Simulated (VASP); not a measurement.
Input of a VASP 6.6.1 run:

Contents of INCAR:

```
PREC = Accurate ; ENCUT = 520
EDIFF = 1E-7 ; ISMEAR = -1
SIGMA = 0.1 ; LREAL = F
LASPH = T ; NELM = 80
ALGO = Fast ; ISIF = 2
LWAVE = F ; LCHARG = F
GGA = B5 ; ALDAX = 1.0
AGGAX = 1.0 ; AGGAC = 1.0
ALDAC = 0.0 ; NBANDS = 8
```

The input KPOINTS:

```
regular mesh
0
Gamma
  18 18 18
```

Contents of POSCAR:

```
B
1.0
    1.9790507755      0.0000000000      0.0000000000
    0.0000000000      1.9790507755      0.0000000000
    0.0000000000      0.0000000000      1.9790507755
B
1
Direct
    0.0000000000      0.0000000000      0.0000000000
```

Potentials or basis: VASP PAW PBE potentials, release 64 (B).

Command:

```console
$ cat potpaw_PBE.64/B/POTCAR > POTCAR
$ mpirun -np 1 vasp_std > vasp.out
```

**Question.** Predict the pressure.

**Answer.** -18.5 GPa.

**Question.** Predict the band gap on the k mesh.

**Answer.** None (metal or under the smearing width).

Caveat: so large a pressure means that the cell lies far from this level's equilibrium, or that cutoff or potentials fall short; the potentials were made for another functional, which shifts forces and pressure.
